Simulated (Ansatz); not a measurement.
# Si2Ni (Fm-3m) in Ansatz: further runs, part 2 of 2

Ansatz 0.2.0. Earlier steps stand in the parts before.

## Step 3: Single point, r2SCAN, collinear spin, ferromagnetic start, 12.64 Å³/atom (volume scaled by 0.96)

Input file input.yaml:

```yaml
crystal:
  lattice:
    - [0.0, 2.6664684948, 2.6664684948]
    - [2.6664684948, 0.0, 2.6664684948]
    - [2.6664684948, 2.6664684948, 0.0]
  atoms:
    - { symbol: Ni, position: [0.0, 0.0, 0.0], spin: 1.0 }
    - { symbol: Si, position: [0.75, 0.75, 0.75] }
    - { symbol: Si, position: [0.25, 0.25, 0.25] }
hamiltonian:
  xc: r2scan
  pseudopotentials: { kind: paw }
magnetization:
  spin_polarized: true
kpoints:
  mp_grid: { grid: [9, 9, 9] }
scf:
  occupations: { method: fermi_dirac, width: 0.05 }
output:
  forces: true
  stress: true
  eigenvalues: true
  write_density: true
  write_potential: true
  elf: true
  volumetric_format: npy
```

Potentials or basis: Ansatz PAW.

Launch:

```bash
$ ansatz run input.yaml --threads 2 --pin off --max-ram 5632MiB --backend cpu --events-out ev --progress --plain --runs-dir out
```

Wall time 8.5 s (2 threads of Arm Neoverse V1, shared host); peak memory 0.47 GiB.

The run converged. Its results:

```yaml
Free_energy: -7124.4571 eV
Pressure: 5.0 GPa
Band_gap_on_the_k_mesh: none (metal or under the smearing width)
Net_moment: 0.00 μB per cell
Absolute_moment: 0.00 μB per cell
```

Caveat: the magnetic or orbital state may not be the lowest; the PAW data sets come from PBE, with cores solved anew for the run's functional, which leaves a small shift of forces and pressure; the starting moments weren't kept.

## Step 4: Single point, r2SCAN, collinear spin, ferromagnetic start, 12.90 Å³/atom (volume scaled by 0.98)

Changes to input.yaml since step 3:

```diff
@@ -2,5 +2,5 @@
   lattice:
-    - [0.0, 2.6664684948, 2.6664684948]
-    - [2.6664684948, 0.0, 2.6664684948]
-    - [2.6664684948, 2.6664684948, 0.0]
+    - [0.0, 2.6848585138, 2.6848585138]
+    - [2.6848585138, 0.0, 2.6848585138]
+    - [2.6848585138, 2.6848585138, 0.0]
   atoms:
@@ -22,5 +22 @@
   eigenvalues: true
-  write_density: true
-  write_potential: true
-  elf: true
-  volumetric_format: npy
```

Launch:

```bash
$ ansatz run input.yaml --threads 2 --pin off --max-ram 5632MiB --backend cpu --events-out ev --progress --plain --runs-dir out
```

Run time: 8.4 s. Hardware: 2 threads of Arm Neoverse V1, shared host; peak memory 0.47 GiB.

It converged, with:

* Free energy: -7124.4730 eV
* Pressure: 1.5 GPa
* Band gap on the k mesh: none (metal or under the smearing width)
* Net moment: 0.00 μB per cell
* Absolute moment: 0.00 μB per cell

Caveat: the magnetic or orbital state may not be the lowest; the PAW data sets come from PBE, with cores solved anew for the run's functional, which leaves a small shift of forces and pressure; the starting moments weren't kept.

## Step 5: Single point, r2SCAN, collinear spin, ferromagnetic start, 13.17 Å³/atom

Changes to input.yaml since step 4:

```diff
@@ -2,5 +2,5 @@
   lattice:
-    - [0.0, 2.6848585138, 2.6848585138]
-    - [2.6848585138, 0.0, 2.6848585138]
-    - [2.6848585138, 2.6848585138, 0.0]
+    - [0.0, 2.703, 2.703]
+    - [2.703, 0.0, 2.703]
+    - [2.703, 2.703, 0.0]
   atoms:
```

Launch:

```bash
$ ansatz run input.yaml --threads 2 --pin off --max-ram 5632MiB --backend cpu --events-out ev --progress --plain --runs-dir out
```

Run time: 8.8 s. Hardware: 2 threads of Arm Neoverse V1, shared host; peak memory 0.47 GiB.

It converged, with:

| Quantity | Value |
| --- | --- |
| Free energy | -7124.4729 eV |
| Pressure | -1.5 GPa |
| Band gap on the k mesh | none (metal or under the smearing width) |
| Net moment | 0.00 μB per cell |
| Absolute moment | 0.00 μB per cell |

Caveat: the magnetic or orbital state may not be the lowest; the PAW data sets come from PBE, with cores solved anew for the run's functional, which leaves a small shift of forces and pressure; the starting moments weren't kept.

## Step 6: Single point, r2SCAN, collinear spin, ferromagnetic start, 13.43 Å³/atom (volume scaled by 1.02)

Changes to input.yaml since step 5:

```diff
@@ -2,5 +2,5 @@
   lattice:
-    - [0.0, 2.703, 2.703]
-    - [2.703, 0.0, 2.703]
-    - [2.703, 2.703, 0.0]
+    - [0.0, 2.7209011839, 2.7209011839]
+    - [2.7209011839, 0.0, 2.7209011839]
+    - [2.7209011839, 2.7209011839, 0.0]
   atoms:
@@ -22 +22,5 @@
   eigenvalues: true
+  write_density: true
+  write_potential: true
+  elf: true
+  volumetric_format: npy
```

Potentials or basis: Ansatz PAW.

Launch:

```bash
$ ansatz run input.yaml --threads 2 --pin off --max-ram 5632MiB --backend cpu --events-out ev --progress --plain --runs-dir out
```

Run time: 8.9 s. Hardware: 2 threads of Arm Neoverse V1, shared host; peak memory 0.47 GiB.

It converged, with:

```yaml
Free_energy: -7124.4585 eV
Pressure: -4.3 GPa
Band_gap_on_the_k_mesh: none (metal or under the smearing width)
Net_moment: 0.00 μB per cell
Absolute_moment: 0.00 μB per cell
```

Caveat: the magnetic or orbital state may not be the lowest; the PAW data sets come from PBE, with cores solved anew for the run's functional, which leaves a small shift of forces and pressure; the starting moments weren't kept.

## Step 7: Single point, r2SCAN, collinear spin, ferromagnetic start, 13.69 Å³/atom (volume scaled by 1.04)

Changes to input.yaml since step 6:

```diff
@@ -2,5 +2,5 @@
   lattice:
-    - [0.0, 2.7209011839, 2.7209011839]
-    - [2.7209011839, 0.0, 2.7209011839]
-    - [2.7209011839, 2.7209011839, 0.0]
+    - [0.0, 2.7385698685, 2.7385698685]
+    - [2.7385698685, 0.0, 2.7385698685]
+    - [2.7385698685, 2.7385698685, 0.0]
   atoms:
@@ -22,5 +22 @@
   eigenvalues: true
-  write_density: true
-  write_potential: true
-  elf: true
-  volumetric_format: npy
```

Launch:

```bash
$ ansatz run input.yaml --threads 2 --pin off --max-ram 5632MiB --backend cpu --events-out ev --progress --plain --runs-dir out
```

It took 7.8 s on 2 threads of Arm Neoverse V1, shared host; peak memory 0.47 GiB.

It converged, with:

```
Free energy            : -7124.4311 eV
Pressure               : -6.8 GPa
Band gap on the k mesh : none (metal or under the smearing width)
Net moment             : 0.00 μB per cell
Absolute moment        : 0.00 μB per cell
```

Caveat: the magnetic or orbital state may not be the lowest; the PAW data sets come from PBE, with cores solved anew for the run's functional, which leaves a small shift of forces and pressure; the starting moments weren't kept.

## Step 8: Single point, r2SCAN, collinear spin, ferromagnetic start, 13.96 Å³/atom (volume scaled by 1.06)

Changes to input.yaml since step 7:

```diff
@@ -2,5 +2,5 @@
   lattice:
-    - [0.0, 2.7385698685, 2.7385698685]
-    - [2.7385698685, 0.0, 2.7385698685]
-    - [2.7385698685, 2.7385698685, 0.0]
+    - [0.0, 2.756013459, 2.756013459]
+    - [2.756013459, 0.0, 2.756013459]
+    - [2.756013459, 2.756013459, 0.0]
   atoms:
```

Launch:

```bash
$ ansatz run input.yaml --threads 2 --pin off --max-ram 5632MiB --backend cpu --events-out ev --progress --plain --runs-dir out
```

It took 8.3 s on 2 threads of Arm Neoverse V1, shared host; peak memory 0.47 GiB.

The run converged. Its results:

| Item | Value |
| --- | --- |
| Free energy | -7124.3918 eV |
| Pressure | -9.1 GPa |
| Band gap on the k mesh | none (metal or under the smearing width) |
| Net moment | 0.00 μB per cell |
| Absolute moment | 0.00 μB per cell |

Caveat: the magnetic or orbital state may not be the lowest; the PAW data sets come from PBE, with cores solved anew for the run's functional, which leaves a small shift of forces and pressure; the starting moments weren't kept.

## Step 9: Equation of state, r2SCAN, collinear spin, ferromagnetic start

Potentials or basis: Ansatz PAW.

No new run: the results of the series are fitted here.

Results:

```
Equilibrium volume                      : 13.03 Å³/atom
Bulk modulus                            : 153 GPa
Pressure derivative of the bulk modulus : 4.3 (rough: it moves with the points fitted)
```

Energy against volume, from the lowest point:
| volume (Å³/atom) | energy (meV/atom) |
| --- | --- |
| 12.376 | 16.67 |
| 12.639 | 5.30 |
| 12.902 | 0.00 |
| 13.166 | 0.03 |
| 13.429 | 4.82 |
| 13.692 | 13.97 |
| 13.956 | 27.06 |

Caveat: the magnetic or orbital state may not be the lowest; the PAW data sets were made with another functional, which shifts forces and pressure a little.
